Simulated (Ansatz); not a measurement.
**Polymorphs of Be₂Te**

Method: Ansatz 0.2.0, DFT PBE, scalar-relativistic, plane waves, PAW. All cells share a 420 eV cutoff and Γ-centred k meshes spaced at most 0.3 Å⁻¹ (0.19 for metals, 2π included).

All energies are static (0 K, no zero-point motion). The comparison covers the computed candidates alone. The k mesh leaves about 4 meV/atom of noise in metals. Spin–orbit coupling is left out. No run is spin-polarised.

| # | started from | space group | atoms | V (Å³/atom) | ΔE (meV/atom) | gap on mesh (eV) |
| --- | --- | --- | --- | --- | --- | --- |
| 1 | 3R molybdenite type, changed | R3m (No. 160) | 3 | 16.8 | 0 | 0.00 |
| 2 | fluorite type | Fm-3m (No. 225) | 3 | 18.8 | 384 | 0.00 |
| 3 | rutile type | P4_2/mnm (No. 136) | 6 | 21.6 | 517 | 0.00 |

The lowest structure: Space group R3m (No. 160), trigonal, a = 3.767 Å, c = 12.267 Å. Be on Wyckoff site a (1 atom of the primitive cell) has 3 Be at 2.42 Å, 1 Te at 2.49 Å, 3 Te at 2.70 Å and 1 Be at 3.02 Å; Be on Wyckoff site a (1 atom of the primitive cell) has 3 Be at 2.42 Å and 3 Te at 2.60 Å; Te is coordinated by 7 Be at 2.49–2.70 Å. Its energy against the elements is 0.55 eV/atom, so it is unstable even against them. The zero of energy is the lowest elemental structures computed at the same level; no fitted shifts are applied.

```
Be Te
1.0
     1.88359    1.08749    4.08908
    -1.88359    1.08749    4.08908
     0.00000   -2.17498    4.08908
Be Te
2 1
Direct
  0.79236 0.79236 0.79236
  0.54592 0.54592 0.54592
  0.99502 0.99502 0.99502
```

The second: Space group Fm-3m (No. 225), cubic, a = 6.087 Å. Around Be lie 4 Te at 2.64 Å and 6 Be at 3.04 Å; Te is coordinated by 8 Be at 2.64 Å.